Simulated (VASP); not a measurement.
Input of a VASP 6.6.1 run:

The input INCAR:

```
PREC     = Accurate       # precision mode
ENCUT    = 630            # plane-wave cutoff, eV
EDIFF    = 1E-6           # SCF threshold, eV
ISMEAR   = -1             # smearing method
SIGMA    = 0.05           # smearing width, eV
LREAL    = F              # projectors in reciprocal space
LASPH    = T              # aspherical terms in the spheres
NELM     = 80             # most SCF steps
ALGO     = Fast           # electronic algorithm
ISIF     = 3              # what is computed and relaxed
LWAVE    = F              # write WAVECAR
LCHARG   = F              # write CHGCAR
GGA      = PE             # functional
IBRION   = 2              # ionic algorithm
NSW      = 60             # ionic steps
EDIFFG   = -0.005         # ionic threshold
```

KPOINTS

```
Automatic mesh
0
Gamma
  8 8 8
```

Contents of POSCAR:

```
GaP
1.0
    0.0000000000      2.7252500000      2.7252500000
    2.7252500000      0.0000000000      2.7252500000
    2.7252500000      2.7252500000      0.0000000000
Ga P
1 1
Direct
    0.0000000000      0.0000000000      0.0000000000
    0.7500000000      0.7500000000      0.7500000000
```

Potentials or basis: VASP PAW PBE potentials, release 64 (Ga_d_GW, P_GW).

The run is started by

```bash
$ cat potpaw_PBE.64/Ga_d_GW/POTCAR potpaw_PBE.64/P_GW/POTCAR > POTCAR
$ mpirun -np 1 vasp_std > vasp.out
```

(1) Estimate the relaxed volume.

(2) Estimate the band gap on the k mesh.

(3) Estimate the space group after relaxing (to 0.05 Å).

(4) What does it give for the relaxed cell?

Answers

(1) 20.79 Å³/atom.

(2) 1.59 eV, indirect (least direct gap 1.60 eV).

(3) F-43m (No. 216).

(4) a = 3.889 Å, b = 3.889 Å, c = 3.889 Å, α = 60.00°, β = 60.00°, γ = 60.00°.
